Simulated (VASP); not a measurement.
# CoSn (P6/mmm) in VASP: a series of runs

Aim: see how the results for CoSn move with the level of theory and the settings. Levels: PBE, PBEsol. Tasks: relaxation of cell and atoms.

All numbers are computed with VASP 6.6.1; they aren't measurements. Logs are shortened: lines on timing, memory, paths and dates and some standing lists are left out, and cuts for length are marked.

## 1. Starting point

It takes space group P6/mmm (No. 191, hexagonal). The conventional cell has a = 5.246 Å, b = 5.246 Å, c = 4.188 Å, α = 90.00°, β = 90.00°, γ = 120.00°. Co (site symmetry mmm) has 6 Sn at 2.58 to 2.62 Å and 4 Co at 2.62 Å as nearest neighbours. Sn (site symmetry -6m2) has 6 Co at 2.58 Å as nearest neighbours. Sn (site symmetry 6/mmm) has 6 Co at 2.62 Å as nearest neighbours.

The cell is a database's computed one.

## 2. Relaxation of cell and atoms, PBE

The input, INCAR:

```
PREC = Accurate ; ENCUT = 600
EDIFF = 1E-6 ; ISMEAR = 1
SIGMA = 0.1 ; LREAL = F
LASPH = T ; NELM = 80
ALGO = Normal ; ISIF = 3
LWAVE = F ; LCHARG = F
GGA = PE ; IBRION = 2
NSW = 90 ; EDIFFG = -0.01
KPAR = 2
```

The input, KPOINTS:

```
Automatic mesh
0
Gamma
  9 9 9
```

The input, POSCAR:

```
CoSn
1.0
    5.2460399276      0.0000000000      0.0000000000
   -2.6230199638      4.5432038466      0.0000000000
    0.0000000000      0.0000000000      4.1875903000
Co Sn
3 3
Direct
    0.0000000000      0.5000000000      0.0000000000
    0.5000000000      0.5000000000      0.0000000000
    0.5000000000      0.0000000000      0.0000000000
    0.6666666700      0.3333333300      0.5000000000
    0.3333333300      0.6666666700      0.5000000000
    0.0000000000      0.0000000000      0.0000000000
```

Potentials or basis: VASP PAW PBE potentials, release 64 (Co, Sn_d).

Started as:

```bash
> cat potpaw_PBE.64/Co/POTCAR potpaw_PBE.64/Sn_d/POTCAR > POTCAR
> mpirun -np 2 vasp_std > vasp.out
```

OUTCAR:

```text
PREC = Accurate
   ENCUT = 600
   EDIFF = 1E-6
   ISMEAR = 1
   LREAL = F
   LASPH = T
   NELM = 80
   ISIF = 3
   GGA = PE
   IBRION = 2
   NSW = 90
   EDIFFG = -0.01

 ion  position               nearest neighbor table
   1  0.000  0.500  0.000-   4 2.58   5 2.58   4 2.58   5 2.58   2 2.62   2 2.62   6 2.62   6 2.62
                             3 2.62   3 2.62
   2  0.500  0.500  0.000-   4 2.58   5 2.58   4 2.58   5 2.58   1 2.62   1 2.62   6 2.62   3 2.62
                             3 2.62   6 2.62
   3  0.500  0.000  0.000-   4 2.58   5 2.58   4 2.58   5 2.58   6 2.62   6 2.62   1 2.62   2 2.62
                             2 2.62   1 2.62
   4  0.667  0.333  0.500-   1 2.58   1 2.58   3 2.58   3 2.58   2 2.58   2 2.58   5 3.03   5 3.03
                             5 3.03   6 3.68   6 3.68   6 3.68   6 3.68   6 3.68   6 3.68
   5  0.333  0.667  0.500-   1 2.58   1 2.58   3 2.58   3 2.58   2 2.58   2 2.58   4 3.03   4 3.03
                             4 3.03   6 3.68   6 3.68   6 3.68   6 3.68   6 3.68   6 3.68
   6  0.000  0.000  0.000-   3 2.62   3 2.62   1 2.62   1 2.62   2 2.62   2 2.62   5 3.68   4 3.68
                             5 3.68   4 3.68   4 3.68   5 3.68   5 3.68   4 3.68   5 3.68   5 3.68

  LATTYP: Found a hexagonal cell.
 ALAT       =     5.2460399276
 C/A-ratio  =     0.7982383584

  Lattice vectors:

 A1 = (   5.2460399276,   0.0000000000,   0.0000000000)
 A2 = (  -2.6230199638,   4.5432038466,   0.0000000000)
 A3 = (   0.0000000000,   0.0000000000,   4.1875903000)

Analysis of symmetry for initial positions (statically):
=====================================================================
 Subroutine PRICEL returns:
 Original cell was already a primitive cell.

 Routine SETGRP: Setting up the symmetry group for a
 hexagonal supercell.

 Subroutine GETGRP returns: Found 24 space group operations
 (whereof 24 operations were pure point group operations)
 out of a pool of 24 trial point group operations.

The static configuration has the point symmetry D_6h.

Analysis of symmetry for dynamics (positions and initial velocities):
=====================================================================
 Subroutine PRICEL returns:
 Original cell was already a primitive cell.

 Routine SETGRP: Setting up the symmetry group for a
 hexagonal supercell.

 Subroutine GETGRP returns: Found 24 space group operations
 (whereof 24 operations were pure point group operations)
 out of a pool of 24 trial point group operations.

The dynamic configuration has the point symmetry D_6h.

 Subroutine INISYM returns: Found 24 space group operations
 (whereof 24 operations are pure point group operations),
 and found     1 'primitive' translations

----------------------------------------------------------------------------------------

                                     Primitive cell

  volume of cell :      99.8063

  direct lattice vectors                    reciprocal lattice vectors
     5.246039928  0.000000000  0.000000000     0.190619975  0.110054494  0.000000000
    -2.623019964  4.543203847  0.000000000     0.000000000  0.220108988  0.000000000
     0.000000000  0.000000000  4.187590300     0.000000000  0.000000000  0.238800821

  length of vectors
     5.246039928  5.246039928  4.187590300     0.220108988  0.220108988  0.238800821

  position of ions in fractional coordinates (direct lattice)
     0.000000000  0.500000000  0.000000000
     0.500000000  0.500000000  0.000000000
     0.500000000  0.000000000  0.000000000
     0.666666670  0.333333330  0.500000000
     0.333333330  0.666666670  0.500000000
     0.000000000  0.000000000  0.000000000

  ion indices of the primitive-cell ions
   primitive index   ion index
                 1           1
                 2           2
                 3           3
                 4           4
                 5           5
                 6           6

----------------------------------------------------------------------------------------

 KPOINTS: Automatic mesh

Automatic generation of k-mesh.
 Grid dimensions read from file:
 generate k-points for:    9    9    9

 Generating k-lattice:

  Cartesian coordinates                     Fractional coordinates (reciprocal lattice)
     0.021179997  0.012228277  0.000000000     0.111111111  0.000000000  0.000000000
     0.000000000  0.024456554  0.000000000     0.000000000  0.111111111  0.000000000
     0.000000000  0.000000000  0.026533425     0.000000000  0.000000000  0.111111111

  Length of vectors
     0.024456554  0.024456554  0.026533425

  Shift w.r.t. Gamma in fractional coordinates (k-lattice)
     0.000000000  0.000000000  0.000000000

 Subroutine IBZKPT returns following result:
 ===========================================

 Found     60 irreducible k-points:

 Following reciprocal coordinates:
            Coordinates               Weight
  0.000000  0.000000  0.000000      1.000000
  0.111111 -0.000000  0.000000      6.000000
  0.222222  0.000000  0.000000      6.000000
  0.333333  0.000000  0.000000      6.000000
  0.444444  0.000000  0.000000      6.000000
  0.111111  0.111111  0.000000      6.000000
[... 16 lines left out ...]
  0.333333  0.222222  0.111111     24.000000
  0.333333  0.333333  0.111111      4.000000
 [... further k-points ...]
   k-points           NKPTS =     60   k-points in BZ     NKDIM =     60   number of bands    NBANDS=     41
   number of dos      NEDOS =    301   number of ions     NIONS =      6
   total plane-waves  NPLWV =  63504
   dimension x,y,z NGX =    42 NGY =   42 NGZ =   36
   dimension x,y,z NGXF=    84 NGYF=   84 NGZF=   72
   ions per type =               3   3
   NGX,Y,Z   is equivalent  to a cutoff of  13.31, 13.31, 14.29 a.u.
   NGXF,Y,Z  is equivalent  to a cutoff of  26.62, 26.62, 28.58 a.u.
 SYSTEM =  unknown system
   PREC   = accura    normal or accurate (medium, high low for compatibility)
   ISTART =      0    job   : 0-new  1-cont  2-samecut
   ICHARG =      2    charge: 1-file 2-atom 10-const
   ISPIN  =      1    spin polarized calculation?
   LNONCOLLINEAR =      F non collinear calculations
   LSORBIT =      F    spin-orbit coupling
   LASPH  =      T    aspherical Exc in radial PAW
   ENCUT  =  600.0 eV  44.10 Ry    6.64 a.u.  10.48 10.48  8.36*2*pi/ulx,y,z
   NELM   =     80;   NELMIN=  2; NELMDL= -5     # of ELM steps
   EDIFF  = 0.1E-05   stopping-criterion for ELM
   LREAL  =      F    real-space projection
   EDIFFG = -.1E-01   stopping-criterion for IOM
   NSW    =     90    number of steps for IOM
   IBRION =      2    ionic relax: 0-MD 1-quasi-New 2-CG
   NFREE  =      1    steps in history (QN), initial steepest desc. (CG)
   ISIF   =      3    stress and relaxation
   ISYM   =      2    0-nonsym 1-usesym 2-fastsym
   POTIM  = 0.5000    time-step for ionic-motion
   TEBEG  =    0.0;   TEEND  =   0.0 temperature during run
   PSTRESS=    0.0 pullay stress
   NELECT =      69.0000    total number of electrons
   NUPDOWN=      -1.0000    fix difference up-down
   EMIN   =  10.00;   EMAX   =-10.00  energy-range for DOS
   EFERMI =   0.00;   METHOD = LEGACY
   ISMEAR =     1;   SIGMA  =   0.10  broadening in eV -4-tet -1-fermi 0-gaus
   EFERMI_NEDOS =   21; number of points for ismear=-14 and -15
   IALGO  =     38    algorithm
   IMIX   =      4    mixing-type and parameters
     AMIX     =   0.40;   BMIX     =  1.00
     AMIX_MAG =   1.60;   BMIX_MAG =  1.00
  volume/ion in A,a.u.               =      16.63       112.25
  Fermi-wavevector in a.u.,A,eV,Ry     =   1.447567  2.735504 28.510312  2.095449
  Thomas-Fermi vector in A             =   2.565507
   LORBIT       =      0    0 simple, 1 ext, 2 COOP (PROOUT), +10 PAW based schemes
   GGA     = PE    functional components
   LHFCALC =     F    Hartree Fock is set to
   AEXX    =    0.0000 exact exchange contribution
   IVDW    =     0    specifies the selected vdW correction
   LEPSILON=     F    determine dielectric tensor
   LRPA    =     F    only Hartree local field effects (RPA)
 conjugate gradient relaxation of ions
 non-spin polarized calculation
 Methfessel and Paxton  Order N= 1 SIGMA  =   0.10
  energy-cutoff  :      600.00
  volume of cell :       99.81
 maximum number of plane-waves:      3377
 NGX is ok and might be reduce to    42
   NGX = 21   NGY = 21   NGZ = 17

--------------------------------------- Ionic step        1  -------------------------------------------

 number of electron      69.0000021 magnetization

 Free energy of the ion-electron system (eV)
  ---------------------------------------------------
  ext. energy  EPLUGINS =         0.00000000
  ---------------------------------------------------
  free energy    TOTEN  =       -33.20471197 eV

  energy without entropy =      -33.20668277  energy(sigma->0) =      -33.20536890

 E-fermi :  10.1563     XC(G=0): -11.8592

 val. band max:       10.1509827138   @ k =   0.2222   0.2222   0.3333
 cond. band min:      10.1732178977   @ k =   0.1111  -0.0000   0.3333
 fundamental gap:      0.0222351839
 Fermi energy:        10.1562666378

 k-point     1 :       0.0000    0.0000    0.0000
  band No.  band energies     occupation
      1     -11.3561      2.00000
      2     -11.2416      2.00000
      3     -11.2416      2.00000
      4     -11.2402      2.00000
      5     -11.2402      2.00000
      6     -11.1414      2.00000
[... 1109 lines left out ...]
 POSITION                                       TOTAL-FORCE (eV/Angst)
 -----------------------------------------------------------------------------------
     -1.33787      2.31727      0.00000         0.000000     -0.000000      0.000000
      1.33787      2.31727     -0.00000         0.000000      0.000000      0.000000
      2.67575      0.00000     -0.00000         0.000000      0.000000      0.000000
      2.67575      1.54484      2.13541        -0.000000      0.000000      0.000000
     -0.00000      3.08969      2.13541         0.000000     -0.000000     -0.000000
      0.00000      0.00000     -0.00000         0.000000     -0.000000      0.000000
 -----------------------------------------------------------------------------------
    total drift:                                0.000000      0.000000     -0.000000

  FREE ENERGIE OF THE ION-ELECTRON SYSTEM (eV)
  ---------------------------------------------------
  free  energy   TOTEN  =       -33.2023766012 eV

  energy  without entropy=      -33.2051460309  energy(sigma->0) =      -33.20329974

--------------------------------------- Ionic step        3  -------------------------------------------

 number of electron      69.0000012 magnetization

 Free energy of the ion-electron system (eV)
  ---------------------------------------------------
  ext. energy  EPLUGINS =         0.00000000
  ---------------------------------------------------
  free energy    TOTEN  =       -33.23970341 eV

  energy without entropy =      -33.24204417  energy(sigma->0) =      -33.24048367

 E-fermi :   9.7584     XC(G=0): -11.7067

 val. band max:        9.7540485997   @ k =   0.2222   0.2222   0.3333
 cond. band min:       9.7748715360   @ k =   0.1111  -0.0000   0.3333
 fundamental gap:      0.0208229362
 Fermi energy:         9.7583813559

 k-point     1 :       0.0000    0.0000    0.0000
  band No.  band energies     occupation
      1     -11.7499      2.00000
      2     -11.6377      2.00000
      3     -11.6377      2.00000
      4     -11.6182      2.00000
      5     -11.6182      2.00000
      6     -11.5151      2.00000
[... 1069 lines left out ...]
 POSITION                                       TOTAL-FORCE (eV/Angst)
 -----------------------------------------------------------------------------------
     -1.32423      2.29364      4.22775        -0.000000     -0.000000      0.000000
      1.32423      2.29364      4.22775        -0.000000      0.000000      0.000000
      2.64846     -0.00000      4.22775        -0.000000      0.000000      0.000000
      2.64846      1.52909      2.11388        -0.000000      0.000000      0.000000
     -0.00000      3.05818      2.11388         0.000000     -0.000000     -0.000000
      0.00000     -0.00000      4.22775        -0.000000     -0.000000      0.000000
 -----------------------------------------------------------------------------------
    total drift:                                0.000000      0.000000      0.000000

  FREE ENERGIE OF THE ION-ELECTRON SYSTEM (eV)
  ---------------------------------------------------
  free  energy   TOTEN  =       -33.2397034132 eV

  energy  without entropy=      -33.2420441697  energy(sigma->0) =      -33.24048367

 reached required accuracy - stopping structural energy minimisation
```

It took 5.2 min on 2 MPI ranks of Intel Xeon Platinum 8488C (Sapphire Rapids), shared host; peak memory 0.41 GiB.

What came out:

```
Free energy                            : -33.2397 eV
Relaxed volume                         : 17.12 Å³/atom
Relaxed cell                           : a = 5.297 Å, b = 5.297 Å, c = 4.228 Å, α = 90.00°, β = 90.00°, γ = 120.00°
Space group after relaxing (to 0.05 Å) : P6/mmm (No. 191)
Energy gained by relaxing              : 5.8 meV/atom
Ionic steps                            : 3
Pressure after relaxing                : 0.0 GPa
Band gap on the k mesh                 : none (metal or under the smearing width)
```

Step by step:
| step | energy change (eV) | largest force (eV/Å) | pressure (GPa) | volume (Å³) |
| --- | --- | --- | --- | --- |
| 1 | 0.0000 | 0.0000 | 4.00 | 99.81 |
| 2 | 0.0023 | 0.0000 | -3.60 | 105.92 |
| 3 | -0.0350 | 0.0000 | 0.03 | 102.73 |

Final structure:
```
Co Sn
1.0
     5.29692    0.00000    0.00000
    -2.64846    4.58727    0.00000
     0.00000    0.00000    4.22775
Co Sn
3 3
Direct
  0.00000 0.50000 0.00000
  0.50000 0.50000 0.00000
  0.50000 0.00000 0.00000
  0.66667 0.33333 0.50000
  0.33333 0.66667 0.50000
  0.00000 0.00000 0.00000
```

Spin polarisation is off, so any magnetic state and its effect on volume and gap are missing.

[end of part 1 of 2]
